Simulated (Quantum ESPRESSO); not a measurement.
Crystal: Hf.

```
Hf
1.0
     0.00000    2.22000    2.22000
     2.22000    0.00000    2.22000
     2.22000    2.22000    0.00000
Hf
1
Direct
  0.00000 0.00000 0.00000
```

This isn't the form of Hf at room conditions, which is hcp.

```yaml
Program: Quantum ESPRESSO 7.5
Task: relaxation of cell and atoms
Functional: PBEsol
Dispersion: D3
Potentials_or_basis: GBRV 1.5 PBEsol
Cutoff: 612 eV
Density_cutoff: 4898 eV
k_mesh: 10 × 10 × 10
Occupations: fermi-dirac, width 0.05 eV
Spin: no spin polarisation
```

At the start: pressure -4.3 GPa; volume 21.88 Å³/atom.

**Question.** Where does the relaxation end?

**Answer.** Over 3 steps the energy falls by 10.0 meV/atom and the volume is 21.02 Å³/atom (-3.9 %); space group Fm-3m (No. 225, to 0.05 Å).

The path:
| step | energy change (eV) | largest force (eV/Å) | pressure (GPa) | volume (Å³) |
| --- | --- | --- | --- | --- |
| 1 | 0.0000 | 0.0000 | -4.27 | 21.88 |
| 2 | -0.0090 | 0.0000 | -1.65 | 21.34 |
| 3 | -0.0100 | 0.0000 | 0.07 | 21.02 |

Final structure:
```
CELL_PARAMETERS angstrom
0.00000 2.19057 2.19057
2.19057 0.00000 2.19057
2.19057 2.19057 0.00000
ATOMIC_POSITIONS crystal
Hf 0.00000 0.00000 0.00000
```

Caveat: pairwise dispersion overbinds metals, which lowers pressure and volume.
